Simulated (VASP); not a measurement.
SnTe, 2 atoms in the cell. It takes space group Fm-3m (No. 225, cubic). Conventional cell: a = 6.372 Å, b = 6.372 Å, c = 6.372 Å, α = 90.00°, β = 90.00°, γ = 90.00°. Sn (site symmetry m-3m) is surrounded by 6 Te at 3.19 Å. Te (site symmetry m-3m) is surrounded by 6 Sn at 3.19 Å. 

* Program: VASP 6.6.1
* Task: relaxation of cell and atoms
* Functional: r2SCAN
* Potentials or basis: VASP PAW PBE potentials, release 64 (Sn_d, Te)
* Cutoff: 600 eV
* k mesh: 10 × 10 × 10
* Occupations: gaussian, width 0.03 eV
* Spin: no spin polarisation
* Further INCAR settings: ALGO = Normal; EDIFF = 1e-07; IBRION = 2; EDIFFG = -0.005; NSW = 90; ISIF = 3

Potentials or basis: VASP PAW PBE potentials, release 64 (Sn_d, Te).

The run is started by

```sh
$ cat potpaw_PBE.64/Sn_d/POTCAR potpaw_PBE.64/Te/POTCAR > POTCAR
$ mpirun -np 1 vasp_std > vasp.out
```

Hardware: 1 thread of AMD EPYC 9R45 96-Core Processor (Zen 5), with other jobs on the host.

How long does it take, and how much memory?

Run time: 2.8 min on 1 thread of AMD EPYC 9R45 96-Core Processor (Zen 5) (shared host), peak memory 0.22 GiB. Counts: scf iterations 21, k points 47, ion steps 1.
